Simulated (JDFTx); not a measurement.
# MgS (Niningerite) under changes of volume

One of the cells (17.609 Å³/atom); the others are scaled copies at fixed shape and fractional positions:

```
S Mg
1.0
     0.00000    2.60165    2.60165
     2.60165    0.00000    2.60165
     2.60165    2.60165    0.00000
S Mg
1 1
Cartesian
  2.6016 2.6016 2.6016
  0.0000 0.0000 0.0000
```

* Program: JDFTx 1.7.0 (patched build)
* Functional: r2SCAN
* Potentials or basis: SG15-PBE-1.2 with smoothed tails
* Cutoff: 1088 eV
* Density cutoff: 8708 eV
* k mesh: 9 × 9 × 9
* Occupations: fermi-dirac, width 0.05 eV
* Spin: no spin polarisation

| volume (Å³/atom) | energy over the lowest point (meV/atom) | pressure (GPa) | gap on the mesh (eV) |
| --- | --- | --- | --- |
| 16.553 | 21.79 | 6.1 | 3.79 |
| 16.905 | 10.30 | 4.0 | 3.75 |
| 17.257 | ? | ? | ? |
| 17.609 | 0.00 | 0.4 | 3.65 |
| 17.962 | 0.39 | -1.2 | 3.61 |
| 18.314 | 4.06 | -2.5 | 3.56 |
| 18.666 | 10.65 | -3.8 | 3.52 |

Problem. What does the run at 17.257 Å³/atom give?

Solution. Energy over the lowest point 3.18 meV/atom; pressure 2.1 GPa; gap on the mesh 3.70 eV.

Worked out: A Birch-Murnaghan fit of order 3 (a polynomial in V^(-2/3)) to the other rows has its minimum at 17.74 Å³/atom with B0 = V·E''(V) = 79 GPa and B' = 3.9. It gives 3.17 meV/atom at 17.257 Å³/atom, against the run's 3.18, and -dE/dV = 2.3 GPa, against 2.1. A straight line through the other rows of the gap, of slope -2.28 eV per unit of ln V, gives 3.70 eV, against the run's 3.70.

Energies are extrapolated to zero smearing.

Caveats: the potentials were made for another functional, which shifts forces and pressure; an odd mesh through Γ misses points on the zone boundary, where band edges often lie.
